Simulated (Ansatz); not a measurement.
# AlN: stiffness from a series of strains

```
CELL_PARAMETERS angstrom
0.00000 1.97800 1.97800
1.97800 0.00000 1.97800
1.97800 1.97800 0.00000
ATOMIC_POSITIONS crystal
Al 0.00000 0.00000 0.00000
N 0.50000 0.50000 0.50000
```

Atoms are numbered in the order listed.

The cell comes from COD entry 1523095, which wasn't checked; take it as a given geometry.

All numbers below come from DFT, LDA, all-electron LAPW, scalar-relativistic (Ansatz 0.2.0).

Numerical set-up: a Γ-centred 10×10×10 k mesh, Fermi–Dirac smearing of 0.02 eV, basis error target 1 meV/atom, no spin polarisation.

The strain is applied along the Cartesian axes of the cell as listed (the other components stay zero). Fractional coordinates are held (clamped ions).

σ is the change of stress from the unstrained cell, which is at 12.45 GPa; tension is positive, so slopes are stress–strain coefficients at that pressure.

Only quantities that a quadratic follows smoothly over the whole series are listed; rougher ones are left out.

```csv
εxx = εyy,σzz (GPa),σxx (GPa)
-0.0300,-12.30,-28.01
-0.0200,-8.05,-17.57
0.0000,0.00,0.00
0.0100,3.79,7.34
0.0200,7.44,13.83
0.0300,10.93,19.56
```

**Question.** Fit the series and read off the stiffness at zero strain.

**Answer.** Least-squares fits y = p0 + p1 x + p2 x² to the rows give σzz (GPa): p1 = 387, p2 = -760; σxx (GPa): p1 = 790, p2 = -4700. So 2 C12 = 387 GPa and C11 + C12 = 790 GPa.

**Question.** One run, at εxx = εyy = -0.0100, is withheld. Predict its row.

**Answer.** The fits give -3.95, -8.40; the run gave -3.95, -8.27.
